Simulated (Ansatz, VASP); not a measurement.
## Two plane-wave programs on Te

File POSCAR:

```
Te
1.0
    5.2232600000      0.0000000000      0.0000000000
    0.0000000000      5.2232600000      0.0000000000
    0.0000000000      0.0000000000      5.2232600000
Te
4
Direct
    0.8750000000      0.1250000000      0.6250000000
    0.3750000000      0.3750000000      0.3750000000
    0.1250000000      0.6250000000      0.8750000000
    0.6250000000      0.8750000000      0.1250000000
```

Contents of INCAR.step1:

```
SYSTEM = Te
  ALGO = Normal
  EDIFF = 1E-5
  ENCUT = 520
  GGA = PE
  ISIF = 2
  ISMEAR = -1
  LASPH = .True.
  LCHARG = .False.
  LREAL = .False.
  LWAVE = .True.
  NELM = 80
  PREC = Accurate
  SIGMA = 0.05
```

The input INCAR.step2:

```
SYSTEM = Te
  AEXX = 0.15
  ALGO = Normal
  EDIFF = 1E-6
  ENCUT = 520
  GGA = PE
  HFSCREEN = 0.2
  ISIF = 2
  ISMEAR = -1
  ISTART = 1
  LASPH = .True.
  LCHARG = .False.
  LHFCALC = .True.
  LREAL = .False.
  LWAVE = .False.
  NELM = 80
  PREC = Accurate
  PRECFOCK = Fast
  SIGMA = 0.05
```

The input KPOINTS:

```
k-points
0
Gamma
  3 3 3
  0 0 0
```

Contents of input.yaml:

```yaml
crystal:
  lattice:
    - [5.22326, 0.0, 0.0]
    - [0.0, 5.22326, 0.0]
    - [0.0, 0.0, 5.22326]
  atoms:
    - { symbol: Te, position: [0.875, 0.125, 0.625] }
    - { symbol: Te, position: [0.375, 0.375, 0.375] }
    - { symbol: Te, position: [0.125, 0.625, 0.875] }
    - { symbol: Te, position: [0.625, 0.875, 0.125] }
hamiltonian:
  xc: { exchange: pbe, correlation: pbe, exx: { coeff: 0.15, omega: 0.2 } }
  pseudopotentials: { kind: paw }
kpoints:
  mp_grid: { grid: [3, 3, 3] }
scf:
  occupations: { method: fermi_dirac, width: 0.05 }
output:
  forces: true
  stress: true
  eigenvalues: true
  write_density: true
  write_potential: true
  elf: true
  volumetric_format: npy
```

The cell was built by a generator and needn't be a form met in nature.

Alike in both runs: task single point; functional HSE(alpha, omega); k mesh 3 × 3 × 3; occupations fermi-dirac, width 0.05 eV; no spin polarisation.

```csv
,VASP,Ansatz
version,VASP 6.6.1,Ansatz 0.2.0
potentials or method,"VASP PAW PBE potentials, release 64 (Te)",Ansatz PAW
plane-wave cutoff (eV),520,420
valence electrons in the cell,24,64
```

Ansatz gave:

```
gap on the k mesh at the Fermi level (eV) : 0.30
least direct gap on the mesh (eV)         : 0.88
pressure (GPa)                            : -0.9
```

Estimate VASP's values.

gap on the k mesh at the Fermi level (eV): 0.30; least direct gap on the mesh (eV): 0.89; pressure (GPa): -1.2.

The two sets of potentials don't hold the same shells in valence.

Caveats: spin-orbit coupling is left out, which moves the levels of the heavy elements; the PAW data sets were made with another functional, which shifts forces and pressure a little (VASP); an odd mesh through Γ misses points on the zone boundary, where band edges often lie (VASP); odd divisions of the mesh miss points on the zone boundary, where band edges often lie, so the gap on the mesh can be too wide (Ansatz); the PAW data sets come from PBE, with cores solved anew for the run's functional, which leaves a small shift of forces and pressure (Ansatz); the thresholds are loose for stress (Ansatz).
